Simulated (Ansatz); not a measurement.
## Ni2H in Ansatz: the effect of Hubbard term

Crystal: Ni2H.

```
Ni H
1.0
     2.64300    0.00000    0.00000
    -1.32150    2.28891    0.00000
     0.00000    0.00000    4.30800
Ni H
2 1
Direct
  0.66667 0.33333 0.76700
  0.33333 0.66667 0.23300
  0.00000 0.00000 0.00000
```

Alike in all runs:

```yaml
Program: Ansatz 0.2.0
Task: projected density of states
Functional: LDA
Potentials_or_basis: Ansatz PAW
Cutoff: "420 eV (not typed: the program's choice for these potentials)"
k_mesh: 11 × 11 × 6
Occupations: fermi-dirac, width 0.05 eV
Spin: collinear spin, ferromagnetic start
Starting_moments: "[1.0, 1.0, 0.0] μB"
Hubbard_projectors: ortho-atomic (the default)
Double_counting: fll (the default)
```

```csv
Hubbard term,pressure (GPa),moment (μB),largest force (eV/Å)
none,-23.1,0.18,0.92
Ni d U = 1 eV,?,?,?
Ni d U = 2 eV,-23.4,0.20,0.84
Ni d U = 3 eV,-23.4,0.17,0.80
Ni d U = 6 eV,-1.9,1.71,1.14
```

**Question.** What does the run with Hubbard term Ni d U = 1 eV give?

**Answer.** Pressure -23.3 GPa; moment 0.21 μB; largest force 0.88 eV/Å.

Worked out: A parabola through the other rows of the pressure, of slope -0.916 GPa per eV there, gives -24.8 GPa, against the run's -23.3. A parabola through the other rows of the moment, of slope -0.0556 μB per eV there, gives 0.07 μB, against the run's 0.21. A parabola through the other rows of the largest force, of slope -0.0569 eV/Å per eV there, gives 0.85 eV/Å, against the run's 0.88.

Caveats: the PAW data sets come from PBE, with cores solved anew for the run's functional, which leaves a small shift of forces and pressure; the magnetic or orbital state may not be the lowest (some runs); the U is typed as a test and isn't derived for this compound (some runs); the starting moments weren't kept (some runs); forces of over 1 eV/Å show positions far from the minimum, so gaps and moduli don't describe the material at rest (some runs).
